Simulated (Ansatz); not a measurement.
`CBOC(C)=O` + `N[SiH3]` → `CBN[SiH3]` + `CC(=O)O` at 700 K and 1 bar (ligand exchange at a B–O bond).

Program: Ansatz. Geometries: PBE0-D4/def2-TZVP. ΔE: electronic, gas phase. CCSD(T)/CBS adds triple-zeta CCSD(T) − MP2 to the extrapolated MP2 energy (def2 sets, frozen cores). This one scheme is used for every species. Each species was taken in one conformer, which may not be the lowest.

```json
{"species": "`CBOC(C)=O`", "CCSD(T)/CBS energy (Eh)": "-293.56968", "H − E (kJ/mol)": "352.8", "S (J/(mol·K))": "492.8"}
{"species": "`N[SiH3]`", "CCSD(T)/CBS energy (Eh)": "-346.80422", "H − E (kJ/mol)": "180.7", "S (J/(mol·K))": "336.3"}
{"species": "`CBN[SiH3]`", "CCSD(T)/CBS energy (Eh)": "-411.50704", "H − E (kJ/mol)": "320.4", "S (J/(mol·K))": "452.3"}
{"species": "`CC(=O)O`", "CCSD(T)/CBS energy (Eh)": "-228.87529", "H − E (kJ/mol)": "215.3", "S (J/(mol·K))": "365.4"}
```

H − E and S are ideal-gas, rigid-rotor, harmonic terms from PBE0-D4/def2-TZVP, for one conformer and one mirror image of each species. 1 Eh = 2625.50 kJ/mol, R = 8.31446 J/(mol·K).

Task: By hand: ΔE, ΔH, ΔS and ΔG.

Result: ΔE = (-411.50704) + (-228.87529) − (-293.56968) − (-346.80422) = -0.00843 Eh = -22.1 kJ/mol. Δ(H − E) = 320.4 + 215.3 − 352.8 − 180.7 = 2.2, so ΔH = -19.9 kJ/mol. ΔS = 452.3 + 365.4 − 492.8 − 336.3 = -11.4 J/(mol·K). ΔG = -19.9 − 700 × (-11.4)/1000 = -11.9 kJ/mol.

Task: By hand: the equilibrium constant, and the temperature at which ΔG would vanish if ΔH and ΔS stayed fixed.

Result: log₁₀ K = −ΔG/(RT ln 10) = 0.9. ΔG = 0 at ΔH/ΔS = 1746 K, though so small a ΔS makes that figure unsure.

TΔS isn't small against ΔH here. A doubt of 5 kJ/mol in ΔE shifts log₁₀ K by 0.4 here. Other conformers and mirror images would add mixing entropy, several J/(mol·K) or more a flexible species. These are equilibria of isolated gas molecules and say nothing of rates. Largest T1 diagnostic: 0.015 (customary marks: 0.02 for closed shells, 0.045 for open ones).
